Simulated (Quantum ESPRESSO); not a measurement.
The system is Mg.

```
Mg
1.0
     3.05030    0.00000    0.00000
    -1.52515    2.64164    0.00000
     0.00000    0.00000    3.04484
Mg
1
Direct
  0.00000 0.00000 0.00000
```

This isn't the form of Mg at room conditions, which is hcp.

```yaml
Program: Quantum ESPRESSO 7.5
Task: single point
Functional: PBE
Potentials_or_basis: SSSP 1.3 efficiency PBE
Cutoff: 748 eV
Density_cutoff: 5987 eV
k_mesh: 10 × 10 × 9
Occupations: fermi-dirac, width 0.05 eV
Spin: no spin polarisation
```

On this cell: pressure 1.1 GPa; band gap on the k mesh none (metal or under the smearing width).

The same run follows on a disturbed copy (cell strained at random at fixed volume):

```
CELL_PARAMETERS angstrom
2.95141 0.00785 0.03501
-1.46890 2.70739 -0.02488
0.03495 -0.00850 3.06644
ATOMIC_POSITIONS crystal
Mg 0.01052 0.98470 0.01275
```

Problem. What does the disturbed cell give?

Solution. The energy (extrapolated to zero smearing) moves by +8.4 meV/atom; pressure 1.3 GPa; band gap on the k mesh none (metal or under the smearing width).

Stress tensor (GPa, compression positive):
```
 3.58 -0.11  0.06
-0.11  0.62 -0.03
 0.06 -0.03 -0.22
```
